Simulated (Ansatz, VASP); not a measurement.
**AlN: VASP beside Ansatz**

```
CELL_PARAMETERS angstrom
3.15397 0.00000 0.00000
-1.57698 2.73141 0.00000
0.00000 0.00000 5.04655
ATOMIC_POSITIONS crystal
Al 0.66667 0.33333 0.50000
Al 0.33333 0.66667 0.00000
N 0.66667 0.33333 0.88000
N 0.33333 0.66667 0.38000
```

Alike in both runs: task single point; functional SVWN5; k mesh 10 × 10 × 6; occupations fermi-dirac, width 0.05 eV; no spin polarisation.

|  | VASP | Ansatz |
| --- | --- | --- |
| version | VASP 6.6.1 | Ansatz 0.2.0 |
| potentials or method | VASP PAW PBE potentials, release 64 (Al, N) | Ansatz PAW |
| plane-wave cutoff (eV) | 520 | 420 |
| valence electrons in the cell | 16 | 16 |

```tsv
	VASP	Ansatz	Ansatz less VASP
gap on the k mesh at the Fermi level (eV)	3.90	3.90	+0.004
least direct gap on the mesh (eV)	3.90	3.90	+0.004
pressure (GPa)	-11.1	-11.8	-0.68
largest component of the traceless stress (GPa)	1.25	1.24	-0.010
rms of the force components (eV/Å)	0.053	0.051	-0.0020
```

Atom by atom the forces differ by 0.002 eV/Å (rms over components).

Caveats: the PAW data sets were made with another functional, which shifts forces and pressure a little (VASP); the pressure holds a Pulay correction of +0.6 GPa for the finite cutoff (Ansatz); the PAW data sets come from PBE, with cores solved anew for the run's functional, which leaves a small shift of forces and pressure (Ansatz). A k mesh can miss the band edges.
